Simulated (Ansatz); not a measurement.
Start from InCuS$_{2}$ in the chalcopyrite structure (space group I-42d, No. 122; a = 5.522 Å, c = 11.130 Å).

Structures relaxed with r2SCAN/PAW in Ansatz (a program for electronic structure), spin-orbit coupling left out.

Base:

Simulated powder pattern, Cu Kα1, λ = 1.54056 Å (kinematic, ideal powder, no thermal factors, no anomalous dispersion; the 8 strongest lines at most, above 2 %, up to 2θ = 90°):

```csv
2θ (°),I/Imax (%),hkl
27.89,100,(112)
32.40,13,(200)
46.29,38,(204)
46.48,19,(220)
54.74,14,(116)
55.07,28,(312)
74.57,11,(316)
86.08,11,(424)
```

After one change:

Simulated powder pattern, Cu Kα1, λ = 1.54056 Å (kinematic, ideal powder, no thermal factors, no anomalous dispersion; the 8 strongest lines at most, above 2 %, up to 2θ = 90°):

| 2θ (°) | I/Imax (%) |
|---|---|
| 29.50 | 100 |
| 33.79 | 6.4 |
| 34.40 | 13 |
| 48.99 | 37 |
| 49.43 | 17 |
| 57.83 | 14 |
| 58.62 | 26 |
| 79.47 | 10 |

Task: Which of these changes matches the shifts?
A. pressure 18 GPa
B. pressure 45 GPa
C. pressure 1.8 GPa
D. pressure 9 GPa

Result: A, pressure 18 GPa. Its volume per atom is 17.99 Å³ against 21.21 Å³, and its space group is I-42d (No. 122).

Load acts through the strain it causes; cell and atoms are relaxed under it. Stability against distortions was not tested. Competing high-pressure phases were not computed. The final runs are not spin-polarised.
